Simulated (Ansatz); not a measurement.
## Rb: enthalpies of structure types against pressure

All-electron LAPW in Ansatz 0.2.0 under PBE, scalar-relativistic, energies extrapolated to zero smearing. Each structure type was compressed from its own relaxed volume, symmetry kept and shape relaxed on PAW files, and E(V) was fitted to energies and pressures; H = E + pV has no temperature or zero-point term. Only these types were tried: omega (P6/mmm, 5×5×7 mesh, 91.59 Å³/atom at rest); dhcp (P6_3/mmc, 6×6×4 mesh, 91.51 Å³/atom at rest); fcc (Fm-3m, 10×10×10 mesh, 91.23 Å³/atom at rest); hcp (P6_3/mmc, 9×9×5 mesh, 91.57 Å³/atom at rest); sc (Pm-3m, 9×9×9 mesh, 98.53 Å³/atom at rest); diamond (Fd-3m, 7×7×7 mesh, 141.12 Å³/atom at rest); bcc (Im-3m, 10×10×10 mesh, 91.23 Å³/atom at rest); beta tin (I4_1/amd, 9×9×9 mesh, 95.28 Å³/atom at rest); simple hexagonal (P6/mmm, 9×9×8 mesh, 94.88 Å³/atom at rest). Spin polarisation is left out. Spin–orbit coupling is left out; Fermi–Dirac smearing is 0.05 to 0.1 eV. Enthalpies carry a few meV/atom of noise from meshes and fits.

Question: Which type is lowest at zero pressure, and what follows up to 3.7 GPa?

Answer: The lowest types lie within 5 meV/atom of each other over much of the range, too close to call on these meshes: fcc and hcp compete. Enthalpies against hcp:

| p (GPa) | omega (meV/atom) | dhcp (meV/atom) | fcc (meV/atom) | hcp (meV/atom) | sc (meV/atom) | diamond (meV/atom) | bcc (meV/atom) | beta tin (meV/atom) | simple hexagonal (meV/atom) |
| --- | --- | --- | --- | --- | --- | --- | --- | --- | --- |
| 0 | 8 | 6 | 2 | 0 | 99 | 264 | 5 | 61 | 56 |
| 0.11 | 8 | 6 | 2 | 0 | 104 | 295 | 5 | 63 | 58 |
| 0.3 | 9 | 7 | 2 | 0 | 111 | 336 | 5 | 67 | 61 |
| 0.55 | 9 | 7 | 3 | 0 | 117 | 377 | 5 | 70 | 65 |
| 1.1 | 9 | 8 | 4 | 0 | 129 | 437 | 5 | 76 | 70 |
| 1.8 | 10 | 10 | 5 | 0 | 140 | 483 | 5 | 81 | 75 |
| 2.8 | 12 | 13 | 7 | 0 | 152 | 519 | 5 | 87 | 80 |
| 3.5 | 13 | 16 | 8 | 0 | 158 | 533 | 5 | 91 | 84 |
